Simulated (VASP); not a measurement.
# ZrB2: single point with PBE

Crystal: ZrB2.

```
CELL_PARAMETERS angstrom
3.19099 0.00000 0.00000
-1.59550 2.76348 0.00000
0.00000 0.00000 3.55640
ATOMIC_POSITIONS crystal
Zr 0.00000 0.00000 0.00000
B 0.66667 0.33333 0.50000
B 0.33333 0.66667 0.50000
```

The cell isn't the ideal one: volume scaled by 1.02.

```
Program                : VASP 6.6.1
Task                   : single point
Functional             : PBE
Potentials or basis    : VASP PAW PBE potentials, release 64 (Zr_sv, B)
Cutoff                 : 520 eV
k mesh                 : 10 × 10 × 8
Occupations            : fermi-dirac, width 0.05 eV
Spin                   : no spin polarisation
Dipole correction      : no
Further INCAR settings : ALGO = Normal; EDIFF = 1e-07; NBANDS = 16
```

| Item | Value |
| --- | --- |
| Pressure | -3.7 GPa |
| Band gap on the k mesh | none (metal or under the smearing width) |

Stress tensor (GPa, compression positive):
```
-4.21  0.00  0.00
 0.00 -4.21  0.00
 0.00  0.00 -2.65
```

Levels at points of the mesh, in eV from the Fermi level:
```tsv
k point	band 6	band 7	band 8	band 9	band 10	band 11	band 12	band 13
(0.00, 0.00, 0.00)	-2.51	-2.51	-2.46	-2.27	3.39	3.39	4.16	4.16
(0.50, 0.00, 0.00)	-8.42	-3.74	-2.95	-2.54	2.28	2.33	4.88	4.94
(0.00, 0.00, 0.50)	-6.83	-0.87	-0.87	0.41	0.41	0.84	0.84	1.87
(0.50, 0.00, 0.50)	-6.89	-4.46	-3.98	-1.97	3.72	4.06	5.23	6.14
```

Wall time 19 s on 1 thread of Intel(R) Xeon(R) Platinum 8488C (Sapphire Rapids), on a shared host, peak memory 0.16 GiB.
